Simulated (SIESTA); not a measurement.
# Moving the strain (εzz = s) in Ti

```
CELL_PARAMETERS angstrom
2.95000 0.00000 0.00000
-1.47500 2.55477 0.00000
0.00000 0.00000 4.68000
ATOMIC_POSITIONS crystal
Ti 0.66667 0.33333 0.75000
Ti 0.33333 0.66667 0.25000
```

Kept alike: task single point; functional PBE; k mesh 10 × 10 × 6; occupations fermi-dirac, width 0.05 eV; no spin polarisation. Program: SIESTA, files PseudoDojo sr-pbe-0.4.1-standard, DZP (energy shift 0.003 Ry; two zetas on semicore shells). The mesh is that of the run's cell of 2 atoms. No spin-orbit coupling.

```csv
s,free energy over the lowest row (meV/atom)
-0.04,12.25
-0.02,1.85
-0.01,0.00
0,0.28
0.01,2.61
0.02,6.89
0.04,21.12
```

The cell shown is the unstrained one; x, y and z are its Cartesian axes; atoms keep their fractions. For a metal such a mesh leaves the last digits unconverged.

Task: What does the strain (εzz = s) change here?

Result: The free energy is lowest at -0.01, and 21.12 meV an atom higher at 0.04.

The energy follows a single shallow well whose minimum probably lies between -0.01 and 0, so the starting cell is slightly too long along c for its fixed basal lattice parameter. Most of the imbalance between 12.25 meV/atom at -0.04 and 21.12 meV/atom at 0.04 comes from this offset and is not in itself a sign of strong anharmonicity. Stretching the cell weakens the d-d bonding between neighbouring basal planes, while compression raises the kinetic energy and the short-range repulsion; the well marks their balance.

Because the basal lattice parameter is held, the strain changes both volume and axial ratio, and the curvature reflects the elastic constant C33, not Young's modulus along c. Axial strain preserves the hcp symmetry, which fixes the atomic fractions, so no internal relaxation is missing from the curve. The minimum is nevertheless a constrained one: locating the equilibrium cell would also require varying the basal lattice parameter.
